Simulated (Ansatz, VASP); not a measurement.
# CuI (Marshite) in VASP and in Ansatz

File INCAR:

```
  PREC = Accurate
  ENCUT = 520
  EDIFF = 1E-6
  ISMEAR = 0
  SIGMA = 0.014
  LREAL = False
  LASPH = True
  NELM = 80
  ALGO = Normal
  ISIF = 2
  LWAVE = False
  LCHARG = False
  GGA = PE
  NBANDS = 16
```

The input KPOINTS:

```
regular mesh
0
Gamma
  8 8 8
```

POSCAR

```
CuI
1.0
    0.0000000000      3.0315000000      3.0315000000
    3.0315000000      0.0000000000      3.0315000000
    3.0315000000      3.0315000000      0.0000000000
I Cu
1 1
Direct
    0.0000000000      0.0000000000      0.0000000000
    0.7500000000      0.7500000000      0.7500000000
```

File input.yaml:

```yaml
crystal:
  lattice:
    - [0.0, 3.0315, 3.0315]
    - [3.0315, 0.0, 3.0315]
    - [3.0315, 3.0315, 0.0]
  atoms:
    - { symbol: I, position: [0.0, 0.0, 0.0] }
    - { symbol: Cu, position: [0.75, 0.75, 0.75] }
kpoints:
  mp_grid: { grid: [8, 8, 8] }
scf:
  occupations: { method: gaussian, width: 0.014 }
hamiltonian:
  xc: pbe
  pseudopotentials: { kind: all_electron, lapw: { basis_error: 0.001 } }
output:
  forces: true
  stress: true
  eigenvalues: true
```

Alike in both runs: task single point; functional PBE; k mesh 8 × 8 × 8; occupations gaussian, width 0.014 eV; no spin polarisation.

|  | VASP | Ansatz |
| --- | --- | --- |
| version | VASP 6.6.1 | Ansatz 0.2.0 |
| potentials or method | VASP PAW PBE potentials, release 64 (I, Cu) | all-electron LAPW, scalar-relativistic |
| plane-wave cutoff (eV) | 520 | see its input |

Ansatz gave:

- gap on the k mesh at the Fermi level (eV): 1.12
- least direct gap on the mesh (eV): 1.12
- pressure (GPa): 0.3

**Question.** Estimate VASP's values.

**Answer.** gap on the k mesh at the Fermi level (eV): 1.14; least direct gap on the mesh (eV): 1.14; pressure (GPa): 0.7.

Ansatz ran all-electron here, so the differences hold the error of VASP's frozen core and of both bases.

Caveats: spin-orbit coupling is left out, which moves the levels of the heavy elements.
